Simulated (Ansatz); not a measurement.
# Titanium, fcc under PBE: ground state and equation of state, part 2 of 3

Aim: take titanium in the fcc structure, relax it, solve it on a dense k-mesh, then scale the cell to 7 volumes from 88 to 112 % of the relaxed one and try a fit of the equation of state. The start is ferromagnetic. The k-meshes are 13×13×13 for the relaxation; 22×22×22 for the dense run; 15×15×15 for the volumes.

Ansatz 0.2.0; DFT, PBE, plane waves (420 eV) with PAW, scalar-relativistic.

**3. The energy on a finer k-mesh**

This is Ti in the fcc structure; at room conditions it is hcp.

Input file input.yaml:

```yaml
crystal:
  lattice:
    - [0.0, 2.0558825557, 2.0558825557]
    - [2.0558825557, 0.0, 2.0558825557]
    - [2.0558825557, 2.0558825557, 0.0]
  atoms:
    - { symbol: Ti, position: [0.0, 0.0, 0.0], spin: 1.0 }
hamiltonian:
  xc: pbe
  pseudopotentials:
    kind: paw
    azcp:
      Ti: "pseudopotentials/Ti.paw.azcp"
basis:
  ecutwfc: 420
  fft_grid_basis: typed
kpoints:
  mp_grid: { grid: [22, 22, 22], shift: [0, 0, 0] }
magnetization:
  spin_polarized: true
scf:
  occupations: { method: fermi_dirac, width: 0.05 }
output:
  write_density: true
  write_potential: true
  elf: true
  volumetric_format: npy
```

Started as:

```sh
$ ansatz run input.yaml --threads 2 --pin off --max-ram 6144MiB --backend cpu --events-out ev --progress --plain --runs-dir out
```

The log of the run:

```text
Warning: RAYON_NUM_THREADS=2 ignored (pool sized by the plan → 2); use --threads N
Engine: ansatz 0.2.0, aarch64-unknown-linux-gnu
Pseudopotentials: kind: paw
Pseudopotential: Ti, paw, valence charge 12, recommended cutoff 420 eV (normal), <dir>
Functional definition: PBE
  parameter kappa = 0.804
  parameter beta = 0.06672455060314922
  exchange = pbe_x(kappa = kappa, mu = beta*pi^2/3)
  correlation = pbe_c(beta = beta)
Crystal: 1 atoms, lattice volume = 17.379 Å³
Basis set: ecut = 420 eV, 331 PW (Γ)
Bands: 11, of which v1, the nominal top of the filled ones, is band 6 counted from 1 (5 counted from 0)
Symmetry: 48 space group operations
Space group: Fm-3m (ITA 225), of the structure as read, at distance tolerance 2.6e-5 Å
Magnetic group: BNS 225.116 (UNI 1618), of the structure as read, at distance tolerance 2.6e-5 Å
k-points: 328 of 10648
Non-local potential: Ti, projectors of the file, l = 0: 3, l = 1: 2, l = 2: 3, l = 3: 1
PAW form: soft (Blöchl's): semilocal exchange-correlation on the pseudo side does not see the compensation charge
PAW one-centre angular grid: Ti, 590 points (default); XC on 64 Gauss nodes
Initial density: superposition of atomic densities (chi_scale 0.1, normalization cell)
Starting moments: Σ|m| = 1 μB on 1 of 1 site
Initial wavefunctions: pseudopotential atomic-orbital guess
Functional: x = pbe(κ = 0.804, μ = 0.2195149727645171), c = pbe(β = 0.06672455060314922)
SCF iter   1: F=—  HF=-2500.049538 eV  |F-HF|=—  |Δ(HF+E_count)|=         —  Δρ=7.56e-2 (↑7.56e-2 ↓2.81e-2)  dr2=6.90e-1  dr2_m=3.71e-1  M=0.187 μB ∫|m|=0.187 μB  β_m=0.30  ethr=3.10e-3  ⟨swp⟩=4.4  Hψ=35162  notcnv=0
Mixer restart at iter 1: flushing history
preconditioner: auto → none  [metal: Δε(μ)=0.001 eV  Ē_g=6.232 eV  σ=0.050 eV  W_gap=0.00  n_scr=0 (ndim 8)  ℏωp=17.8 eV  f_vac=0.000  D(μ)=1.44/eV (n_scr^D=14)]
SCF iter   2: F=—  HF=-2499.620891 eV  |F-HF|=—  |Δ(HF+E_count)|=   4.29e-1  Δρ=4.17e-2 (↑4.17e-2 ↓2.79e-2)  dr2=8.25e-2  dr2_m=1.81e-1  M=0.188 μB ∫|m|=0.188 μB  β_m=0.44  ethr=3.10e-3  ⟨swp⟩=2.6  Hψ=16960  notcnv=0  defer=98
SCF iter   3: F=—  HF=-2499.577979 eV  |F-HF|=—  |Δ(HF+E_count)|=   4.29e-2  Δρ=1.64e-2 (↑1.26e-2 ↓1.64e-2)  dr2=3.76e-3  dr2_m=3.23e-2  M=0.141 μB ∫|m|=0.141 μB  β_m=0.67  ethr=6.88e-4  ⟨swp⟩=2.4  Hψ=11974  notcnv=0  defer=98
SCF iter   4: F=—  HF=-2499.615156 eV  |F-HF|=—  |Δ(HF+E_count)|=   3.72e-2  Δρ=2.24e-3 (↑2.24e-3 ↓1.86e-3)  dr2=1.83e-4  dr2_m=5.71e-4  M=0.061 μB ∫|m|=0.061 μB  β_m=0.83  ethr=3.13e-5  ⟨swp⟩=2.0  Hψ=14391  notcnv=0  defer=97
SCF iter   5: F=—  HF=-2499.615667 eV  |F-HF|=—  |Δ(HF+E_count)|=   5.11e-4  Δρ=5.95e-4 (↑5.95e-4 ↓5.61e-4)  dr2=1.19e-6  dr2_m=5.24e-5  M=0.028 μB ∫|m|=0.028 μB  β_m=0.92  ethr=1.53e-6  ⟨swp⟩=2.5  Hψ=11323  notcnv=0  defer=94
SCF iter   6: F=—  HF=-2499.615791 eV  |F-HF|=—  |Δ(HF+E_count)|=   1.24e-4  Δρ=4.11e-4 (↑4.11e-4 ↓2.78e-4)  dr2=1.42e-5  dr2_m=1.65e-5  M=0.013 μB ∫|m|=0.013 μB  β_m=0.96  ethr=9.95e-9  ⟨swp⟩=2.7  Hψ=12125  notcnv=0  defer=94
SCF iter   7: F=—  HF=-2499.615830 eV  |F-HF|=—  |Δ(HF+E_count)|=   3.89e-5  Δρ=4.07e-5 (↑4.06e-5 ↓4.07e-5)  dr2=2.92e-8  dr2_m=2.52e-7  M=0.001 μB ∫|m|=0.001 μB  β_m=0.98  ethr=9.95e-9  ⟨swp⟩=2.5  Hψ=11799  notcnv=0  defer=94
SCF iter   8: F=—  HF=-2499.615830 eV  |F-HF|=—  |Δ(HF+E_count)|=   3.15e-7  Δρ=5.33e-6 (↑5.02e-6 ↓5.33e-6)  dr2=2.06e-8  dr2_m=9.49e-11  M=-0.000 μB ∫|m|=0.000 μB  β_m=0.99  ethr=2.43e-10  ⟨swp⟩=2.0  Hψ=11362  notcnv=0  defer=94
SCF iter   9: F=-2499.615830 eV  HF=-2499.615830 eV  |F-HF|=1.36e-12  |Δ(HF+E_count)|=   8.95e-9  Δρ=2.91e-7 (↑1.62e-7 ↓2.91e-7)  dr2=3.14e-12  dr2_m=7.86e-12  M=0.000 μB ∫|m|=0.000 μB  ethr=1.72e-10  ⟨swp⟩=1.6  Hψ=21826  notcnv=0
SCF 1 converged in 9 iterations: F = -2499.615830 eV  dr2 = 3.14e-12
the search or the solves at the SCF's close seem to have found levels that the self-consistency loop had missed (the run counts 2). By its estimate they hold under 1e-12 electrons; where the run keeps them, the occupations were computed again with them
WARN: the starting moments were not kept: the SCF closed with an absolute magnetisation of 2.6e-6 μB, where they sum to 1 μB in size (1 site). That is at most 0.1 of that sum. Measured as dr2_m measures the in/out step, that magnetisation stands 3.3e-12 eV from none, at or under the dr2_threshold of 1.0e-7 eV: it is no larger than a step whose dr2_m would equal this threshold. The system may hold no moment; this SCF shows only that its start led to no more than that. To try another start: raise the starting moments (crystal.atoms[].spin, magnetization.per_species, magnetization.initial_magnetization, or on a non-collinear deck that types none of these the spinor_matrix: blocks that start its atoms; where the total moment is fixed, keep their sum and leave initial_magnetization as it is; typed ones take the place of any that the run laid by itself, positive ones on a crystal's lanthanoids without a Hubbard term where scf.initial_density.shell_occupations: [] is typed) or, if the notice of its spin-set hold's release reads "site moments contracting" or "site moments show no strong build", lengthen the hold (scf.mixing.spin_hold: { on: { confirm: 4 } }; for m-r²SCAN on two components see the key's manual first). Each may lead to a state that holds a moment. A second SCF, from the converged charge density, with the starting moments and any scf.initial_density.shell_occupations laid on it anew, would have followed, and was not run: the deck does not ask for one (magnetization.retry_lost_moments is false, the default). To let it run, set magnetization.retry_lost_moments: true and run the deck again, where that key's refused combinations let it; where memory then withholds it, that run's warning says so.
SCF converged after 9 iterations
Magnetization: 0.0000 μB (6.0000 up, 6.0000 down)
Absolute magnetization: 0.0000 μB (∫|ρ↑−ρ↓|, with the PAW one-centre terms)
Spin contamination: 0.0000 ħ² per cell (⟨S²⟩ above its minimum at these occupations)
Per-site moments (μB) at R_I (Å): [(2.333394109058939e-6, 1.1993260095783451)]
Free energy (F): -2499.615830 eV
Harris-Foulkes:  -2499.615830 eV  (|F-HF|=1.36e-12)
Internal energy: -2499.601495 eV  (E = F + TS)
E sigma→0 (E₀):  -2499.608663 eV
Entropy (-TS):   -0.014335 eV (-14.335 meV/atom)
Fermi energy:    13.252539 eV
--- Per-component energies (eV) ---
  E_band       = -157.270873
  E_kinetic    = 272.485495
  E_local      = -813.147078  (includes V_loc(G=0)·N_el)
  E_nonlocal   = 8.137042
  E_hartree    = 334.046340
  E_xc         = -97.440518
  E_vxc        = -121.902557  (∫ρ·V_xc dr)
  E_paw        = -1047.617824  (= ΣΔE_a)
  E_vpaw       = -170.936497  (= ΣTr[D̂ρ^β])
  E_aug_tail   = 0.000104  (compensation charges beyond the density's cutoff)
  E_ewald      = -1156.065057
  E_smearing   = -0.014335  (= −TS)
  E_closure    = 0.000000  (closes the sum)
  Σ components = -2499.615830   (vs F -2499.615830, Δ=0.00e0)
--- Band table (eV; the first three rows and the last of 656) ---
  k-point 0 ↑: bands = ["-43.4129", "-19.2879", "-19.2879", "-19.2879", "7.1840", "14.1317", "14.1317", "14.1317", "15.7673", "15.7673", "28.4976"]
  k-point 1 ↑: bands = ["-43.4104", "-19.3020", "-19.2897", "-19.2897", "7.2510", "14.0897", "14.1564", "14.1564", "15.7510", "15.7510", "28.5536"]
  k-point 2 ↑: bands = ["-43.4032", "-19.3430", "-19.2948", "-19.2948", "7.4490", "13.9712", "14.2242", "14.2242", "15.7101", "15.7101", "28.6779"]
  k-point 327 ↓: bands = ["-43.2497", "-19.7478", "-19.6924", "-19.5328", "11.7047", "12.6450", "13.1166", "15.4292", "17.1128", "21.1634", "22.0680"]
```

It took 4 s on 2 threads of Arm Neoverse V2, shared host; peak memory 0.37 GiB.

The maps below are laid out on this run's own conventional cell (a, b, c = 4.112, 4.112, 4.112 Å).

Density in a lattice plane of the grid's cell (edges 4.11 and 4.11 Å, at 0.000 of the third edge), which holds Ti. It is the smooth density of the valence electrons, not physical close to the nuclei.

Ten even steps from ' ' (0.17 e/Å³) to '@' (10.23 e/Å³):
```
@@%%**==..                              ..==**%%
****==::..                              ..::==**
--::....                                  ....::
                                                
                                                
                                                
                  ....::--::....                
                ..::==******==::..              
                ..==**%%@@%%**==..              
                ::==##@@@@@@##==::              
                ..==**%%@@%%**==..              
                ..::==******==::..              
                  ....::--::....                
                                                
                                                
                                                
--::....                                  ....::
****==::..                              ..::==**
@@%%**==..                              ..==**%%
@@@@##==::                              ::==##@@
```
Columns run along the first of these edges and rows up along the second, over one cell in 24 and 20 even steps from the bottom left corner. Atoms in the plane (fractional): Ti at (0.00, 0.00), Ti at (0.50, 0.50).

**4. At 88 % of the relaxed volume**

Input file input.yaml:

```yaml
crystal:
  lattice:
    - [0.0, 1.9701193002, 1.9701193002]
    - [1.9701193002, 0.0, 1.9701193002]
    - [1.9701193002, 1.9701193002, 0.0]
  atoms:
    - { symbol: Ti, position: [0.0, 0.0, 0.0], spin: 1.0 }
hamiltonian:
  xc: pbe
  pseudopotentials:
    kind: paw
    azcp:
      Ti: "pseudopotentials/Ti.paw.azcp"
basis:
  ecutwfc: 420
  fft_grid_basis: typed
kpoints:
  mp_grid: { grid: [15, 15, 15], shift: [0, 0, 0] }
magnetization:
  spin_polarized: true
scf:
  occupations: { method: fermi_dirac, width: 0.05 }
  lower_state_search: "off"
output:
  stress: true
```

Started as:

```sh
$ ansatz run input.yaml --threads 2 --pin off --max-ram 6144MiB --backend cpu --events-out ev --progress --plain --runs-dir out
```

The log of the run, cut to the lines that bear on the results:

```text
Warning: RAYON_NUM_THREADS=2 ignored (pool sized by the plan → 2); use --threads N
[...]
Pseudopotentials: kind: paw
Pseudopotential: Ti, paw, valence charge 12, recommended cutoff 420 eV (normal), <dir>
Functional definition: PBE
[...]
Crystal: 1 atoms, lattice volume = 15.294 Å³
Basis set: ecut = 420 eV, 307 PW (Γ)
Bands: 11, of which v1, the nominal top of the filled ones, is band 6 counted from 1 (5 counted from 0)
Symmetry: 48 space group operations
Space group: Fm-3m (ITA 225), of the structure as read, at distance tolerance 2.5e-5 Å
[...]
WARN: the starting moments were not kept: the SCF closed with an absolute magnetisation of 1.7e-6 μB, where they sum to 1 μB in size (1 site). That is at most 0.1 of that sum. Measured as dr2_m measures the in/out step, that magnetisation stands 7.1e-13 eV from none, at or under the [...]
SCF converged after 16 iterations
Magnetization: -0.0000 μB (6.0000 up, 6.0000 down)
Absolute magnetization: 0.0000 μB (∫|ρ↑−ρ↓|, with the PAW one-centre terms)
Spin contamination: 0.0000 ħ² per cell (⟨S²⟩ above its minimum at these occupations)
Per-site moments (μB) at R_I (Å): [(-1.027805544009335e-6, 1.1492948914572803)]
Free energy (F): -2499.513405 eV
[...]
E sigma→0 (E₀):  -2499.506981 eV
Entropy (-TS):   -0.012847 eV (-12.847 meV/atom)
Fermi energy:    15.398729 eV
[...]
--- Stress (GPa, compression-positive) ---
       17.205671       0.000000      -0.000000
        0.000000      17.205671      -0.000000
        0.000000       0.000000      17.205671
  P = ⅓ Tr σ = 17.2057 GPa (172.057 kbar)
```

Run time: 1.8 s. Hardware: 2 threads of Arm Neoverse V2, shared host; peak memory 0.26 GiB.

**5. At 92 % of the relaxed volume**

input.yaml, as its differences from that of step 4:

```diff
@@ -2,5 +2,5 @@
   lattice:
-    - [0.0, 1.9701193002, 1.9701193002]
-    - [1.9701193002, 0.0, 1.9701193002]
-    - [1.9701193002, 1.9701193002, 0.0]
+    - [0.0, 1.9995284017, 1.9995284017]
+    - [1.9995284017, 0.0, 1.9995284017]
+    - [1.9995284017, 1.9995284017, 0.0]
   atoms:
@@ -25 +25,5 @@
   stress: true
+  write_density: true
+  write_potential: true
+  elf: true
+  volumetric_format: npy
```

Started as:

```sh
$ ansatz run input.yaml --threads 2 --pin off --max-ram 6144MiB --backend cpu --events-out ev --progress --plain --runs-dir out
```

The log of the run, cut to the lines that bear on the results:

```text
Warning: RAYON_NUM_THREADS=2 ignored (pool sized by the plan → 2); use --threads N
[...]
Pseudopotentials: kind: paw
Pseudopotential: Ti, paw, valence charge 12, recommended cutoff 420 eV (normal), <dir>
Functional definition: PBE
[...]
Crystal: 1 atoms, lattice volume = 15.989 Å³
Basis set: ecut = 420 eV, 331 PW (Γ)
Bands: 11, of which v1, the nominal top of the filled ones, is band 6 counted from 1 (5 counted from 0)
Symmetry: 48 space group operations
Space group: Fm-3m (ITA 225), of the structure as read, at distance tolerance 2.5e-5 Å
[...]
WARN: the starting moments were not kept: the SCF closed with an absolute magnetisation of 1.4e-6 μB, where they sum to 1 μB in size (1 site). That is at most 0.1 of that sum. Measured as dr2_m measures the in/out step, that magnetisation stands 4.3e-13 eV from none, at or under the [...]
Per-site moments (μB) at R_I (Å): [(-8.044163800503994e-7, 1.1664510759141644)]
Free energy (F): -2499.573028 eV
[...]
E sigma→0 (E₀):  -2499.566409 eV
Entropy (-TS):   -0.013238 eV (-13.238 meV/atom)
Fermi energy:    14.624758 eV
[...]
--- Stress (GPa, compression-positive) ---
       10.474664       0.000000       0.000000
       -0.000000      10.474664       0.000000
       -0.000000      -0.000000      10.474664
  P = ⅓ Tr σ = 10.4747 GPa (104.747 kbar)
--- Band table (eV; the first three rows and the last of 240) ---
  k-point 0 ↑: bands = ["-41.9075", "-17.6761", "-17.6761", "-17.6761", "8.3790", "15.5442", "15.5442", "15.5442", "17.3767", "17.3767", "30.3273"]
[...]
```

It took 2.4 s on 2 threads of Arm Neoverse V2, shared host; peak memory 0.27 GiB.

**6. At 96 % of the relaxed volume**

input.yaml, as its differences from that of step 5:

```diff
@@ -2,5 +2,5 @@
   lattice:
-    - [0.0, 1.9995284017, 1.9995284017]
-    - [1.9995284017, 0.0, 1.9995284017]
-    - [1.9995284017, 1.9995284017, 0.0]
+    - [0.0, 2.0280969529, 2.0280969529]
+    - [2.0280969529, 0.0, 2.0280969529]
+    - [2.0280969529, 2.0280969529, 0.0]
   atoms:
```

Started as:

```sh
$ ansatz run input.yaml --threads 2 --pin off --max-ram 6144MiB --backend cpu --events-out ev --progress --plain --runs-dir out
```

The log of the run, cut to the lines that bear on the results:

```text
Warning: RAYON_NUM_THREADS=2 ignored (pool sized by the plan → 2); use --threads N
[...]
Pseudopotentials: kind: paw
Pseudopotential: Ti, paw, valence charge 12, recommended cutoff 420 eV (normal), <dir>
Functional definition: PBE
[...]
Crystal: 1 atoms, lattice volume = 16.684 Å³
Basis set: ecut = 420 eV, 331 PW (Γ)
Bands: 11, of which v1, the nominal top of the filled ones, is band 6 counted from 1 (5 counted from 0)
Symmetry: 48 space group operations
Space group: Fm-3m (ITA 225), of the structure as read, at distance tolerance 2.6e-5 Å
[...]
WARN: the starting moments were not kept: the SCF closed with an absolute magnetisation of 1.4e-6 μB, where they sum to 1 μB in size (1 site). That is at most 0.1 of that sum. Measured as dr2_m measures the in/out step, that magnetisation stands 6.6e-13 eV from none, at or under the [...]
Per-site moments (μB) at R_I (Å): [(1.1012212043000457e-6, 1.1831169143469753)]
Free energy (F): -2499.605857 eV
[...]
E sigma→0 (E₀):  -2499.599096 eV
Entropy (-TS):   -0.013522 eV (-13.522 meV/atom)
Fermi energy:    13.911504 eV
[...]
--- Stress (GPa, compression-positive) ---
        4.823002      -0.000000       0.000000
        0.000000       4.823002      -0.000000
       -0.000000       0.000000       4.823002
  P = ⅓ Tr σ = 4.8230 GPa (48.230 kbar)
--- Band table (eV; the first three rows and the last of 240) ---
  k-point 0 ↑: bands = ["-42.6889", "-18.5155", "-18.5155", "-18.5155", "7.7525", "14.8102", "14.8102", "14.8102", "16.5395", "16.5395", "29.3801"]
[...]
```

Run time: 2.4 s. Hardware: 2 threads of Arm Neoverse V2, shared host; peak memory 0.27 GiB.

**7. At 100 % of the relaxed volume**

input.yaml, as its differences from that of step 6:

```diff
@@ -2,5 +2,5 @@
   lattice:
-    - [0.0, 2.0280969529, 2.0280969529]
-    - [2.0280969529, 0.0, 2.0280969529]
-    - [2.0280969529, 2.0280969529, 0.0]
+    - [0.0, 2.0558825557, 2.0558825557]
+    - [2.0558825557, 0.0, 2.0558825557]
+    - [2.0558825557, 2.0558825557, 0.0]
   atoms:
```

Started as:

```sh
$ ansatz run input.yaml --threads 2 --pin off --max-ram 6144MiB --backend cpu --events-out ev --progress --plain --runs-dir out
```

The log of the run, cut to the lines that bear on the results:

```text
Warning: RAYON_NUM_THREADS=2 ignored (pool sized by the plan → 2); use --threads N
[...]
Pseudopotentials: kind: paw
Pseudopotential: Ti, paw, valence charge 12, recommended cutoff 420 eV (normal), <dir>
Functional definition: PBE
[...]
Crystal: 1 atoms, lattice volume = 17.379 Å³
Basis set: ecut = 420 eV, 331 PW (Γ)
Bands: 11, of which v1, the nominal top of the filled ones, is band 6 counted from 1 (5 counted from 0)
Symmetry: 48 space group operations
Space group: Fm-3m (ITA 225), of the structure as read, at distance tolerance 2.6e-5 Å
[...]
WARN: the starting moments were not kept: the SCF closed with an absolute magnetisation of 3.6e-6 μB, where they sum to 1 μB in size (1 site). That is at most 0.1 of that sum. Measured as dr2_m measures the in/out step, that magnetisation stands 3.3e-12 eV from none, at or under the [...]
Per-site moments (μB) at R_I (Å): [(2.4045524214410877e-6, 1.1993260095783451)]
Free energy (F): -2499.616190 eV
[...]
E sigma→0 (E₀):  -2499.609269 eV
Entropy (-TS):   -0.013843 eV (-13.843 meV/atom)
Fermi energy:    13.252945 eV
[...]
--- Stress (GPa, compression-positive) ---
        0.080463       0.000000      -0.000000
       -0.000000       0.080463       0.000000
       -0.000000       0.000000       0.080463
  P = ⅓ Tr σ = 0.0805 GPa (0.805 kbar)
--- Band table (eV; the first three rows and the last of 240) ---
  k-point 0 ↑: bands = ["-43.4171", "-19.2919", "-19.2919", "-19.2919", "7.1838", "14.1289", "14.1289", "14.1289", "15.7641", "15.7641", "28.4970"]
[...]
```

It took 2.3 s on 2 threads of Arm Neoverse V2, shared host; peak memory 0.28 GiB.

**8. At 104 % of the relaxed volume**

input.yaml, as its differences from that of step 7:

```diff
@@ -2,5 +2,5 @@
   lattice:
-    - [0.0, 2.0558825557, 2.0558825557]
-    - [2.0558825557, 0.0, 2.0558825557]
-    - [2.0558825557, 2.0558825557, 0.0]
+    - [0.0, 2.0829367444, 2.0829367444]
+    - [2.0829367444, 0.0, 2.0829367444]
+    - [2.0829367444, 2.0829367444, 0.0]
   atoms:
@@ -25,5 +25 @@
   stress: true
-  write_density: true
-  write_potential: true
-  elf: true
-  volumetric_format: npy
```

Started as:

```sh
$ ansatz run input.yaml --threads 2 --pin off --max-ram 6144MiB --backend cpu --events-out ev --progress --plain --runs-dir out
```

The log of the run, cut to the lines that bear on the results:

```text
Warning: RAYON_NUM_THREADS=2 ignored (pool sized by the plan → 2); use --threads N
[...]
Pseudopotentials: kind: paw
Pseudopotential: Ti, paw, valence charge 12, recommended cutoff 420 eV (normal), <dir>
Functional definition: PBE
[...]
Crystal: 1 atoms, lattice volume = 18.074 Å³
Basis set: ecut = 420 eV, 339 PW (Γ)
Bands: 11, of which v1, the nominal top of the filled ones, is band 6 counted from 1 (5 counted from 0)
Symmetry: 48 space group operations
Space group: Fm-3m (ITA 225), of the structure as read, at distance tolerance 2.6e-5 Å
[...]
WARN: the starting moments were not kept: the SCF closed with an absolute magnetisation of 8.5e-6 μB, where they sum to 1 μB in size (1 site). That is at most 0.1 of that sum. Measured as dr2_m measures the in/out step, that magnetisation stands 1.8e-11 eV from none, at or under the [...]
SCF converged after 15 iterations
Magnetization: 0.0000 μB (6.0000 up, 6.0000 down)
Absolute magnetization: 0.0000 μB (∫|ρ↑−ρ↓|, with the PAW one-centre terms)
Spin contamination: 0.0000 ħ² per cell (⟨S²⟩ above its minimum at these occupations)
Per-site moments (μB) at R_I (Å): [(5.729977881034204e-6, 1.2151084248169932)]
Free energy (F): -2499.607667 eV
[...]
E sigma→0 (E₀):  -2499.600509 eV
Entropy (-TS):   -0.014317 eV (-14.317 meV/atom)
Fermi energy:    12.643512 eV
[...]
--- Stress (GPa, compression-positive) ---
       -3.889394      -0.000000      -0.000000
       -0.000000      -3.889394       0.000000
       -0.000000      -0.000000      -3.889394
  P = ⅓ Tr σ = -3.8894 GPa (-38.894 kbar)
```

Wall time 2.2 s (2 threads of Arm Neoverse V2, shared host); peak memory 0.27 GiB.

(Continued in part 3 of 3.)
